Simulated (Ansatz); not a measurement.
# HfC (zincblende structure)

Computed with Ansatz (plane waves, PAW, 420 eV cutoff): PBE, scalar-relativistic, no spin polarisation, Γ-centred 12×12×12 mesh, 0.05 eV Gaussian smearing. The datasets are Ansatz's generated set soft_2.

```yaml
crystal:
  lattice:
    - [0.00000, 2.52211, 2.52211]
    - [2.52211, 0.00000, 2.52211]
    - [2.52211, 2.52211, 0.00000]
  atoms:
    - { symbol: Hf, position: [0.00000, 0.00000, 0.00000] }
    - { symbol: C, position: [0.25000, 0.25000, 0.25000] }
```

The structure was built from a prototype; whether the compound forms in it isn't claimed.

The cell has space group F-43m (read at 0.01 Å). In it the stress is 0.00, 0.00, 0.00, 0.00, 0.00, 0.00 GPa and the largest force component 0.000 eV/Å. Each change below starts from this cell, without further relaxation. Stress is in GPa, positive in compression, in the order xx, yy, zz, yz, xz, xy; energies are counted from the cell above.

Task: What happens when atom 2 (C) is moved by 0.08 Å along z?

Result: The energy changes by 38.8 meV per cell, and the force on it along the shift is -0.970 eV/Å (−F/u = 12.13 eV/Å²). Stress: 0.72, 0.72, -0.05, 0.00, 0.00, -4.18. The gap on the mesh goes from 0.29 eV to 0.24 eV.
```tsv
atom	Fx (eV/Å)	Fy	Fz
Hf1	0.000	0.000	0.970
C2	0.000	0.000	-0.970
```
In a harmonic crystal the energy would rise by −½F·u = ½ × 12.13 × 0.08² eV = 38.8 meV, which matches.

Task: One atom was moved along a Cartesian axis, and these forces appeared. Which atom, and about how far?
| atom | Fx (eV/Å) | Fy | Fz |
| --- | --- | --- | --- |
| Hf1 | 0.000 | 2.439 | 0.000 |
| C2 | 0.000 | -2.439 | 0.000 |

Result: Atom 2 (C) is moved by 0.20 Å along y; the energy changes by 243.3 meV per cell. Moving the other atom the opposite way is the same thing.

Task: A single strain component, atoms carried along, gave the stress 0.05, 0.16, 0.16, -3.10, 0.00, 0.00. Which component, and about how large?

Result: An engineering strain of 3 % in yz; the energy changes by 9.3 meV per cell.

Task: What stress follows from an engineering strain of 2 % in xx, atoms carried along?

Result: -3.52, -2.76, -2.76, 0.00, 0.00, 0.00 GPa; the energy changes by 7.0 meV per cell. The gap on the mesh goes from 0.29 eV to 0.31 eV.
The change of the stress over the strain gives a clamped-atom stiffness of about 176 GPa for this component, a secant value that lies under the elastic constant in tension and over it in compression, by several per cent for each per cent of strain.
In a harmonic crystal the energy would rise by V(½Cε² − σ₀ε), with σ₀ the stress of the unstrained cell, = 7.0 meV, which matches.

Task: All atoms and the cell are disturbed at random:
```xyz
2
Lattice="0.0331 2.5645 2.5174 2.5241 -0.0007 2.5512 2.5041 2.5782 0.0193" Properties=species:S:1:pos:R:3 pbc="T T T"
Hf    0.1527    0.1412    0.1361
C     1.1126    1.1443    1.1359
```
Give the energy change, the stress and the forces.

Result: 2592.0 meV per cell; stress 22.00, 24.97, 25.53, 31.49, 27.47, 28.54 GPa. The gap on the mesh goes from 0.29 eV to zero (metallic).
```tsv
atom	Fx (eV/Å)	Fy	Fz
Hf1	-7.994	-8.150	-8.105
C2	7.994	8.150	8.105
```

Task: All atoms and the cell are disturbed at random:
```xyz
2
Lattice="0.0258 2.5606 2.5243 2.5019 0.0377 2.5124 2.5400 2.5868 -0.0004" Properties=species:S:1:pos:R:3 pbc="T T T"
Hf   -0.0193   -0.0127    0.0096
C     1.2863    1.3090    1.2494
```
Give the energy change, the stress and the forces.

Result: 18.6 meV per cell; stress -0.61, -1.07, -0.66, -2.34, -0.61, -1.50 GPa. The gap on the mesh goes from 0.29 eV to 0.28 eV.
```
atom  Fx (eV/Å)      Fy      Fz
 Hf1      0.504   0.261  -0.008
  C2     -0.504  -0.261   0.008
```

Scalar-relativistic only: spin–orbit splittings of the heavy atoms' levels are missing.
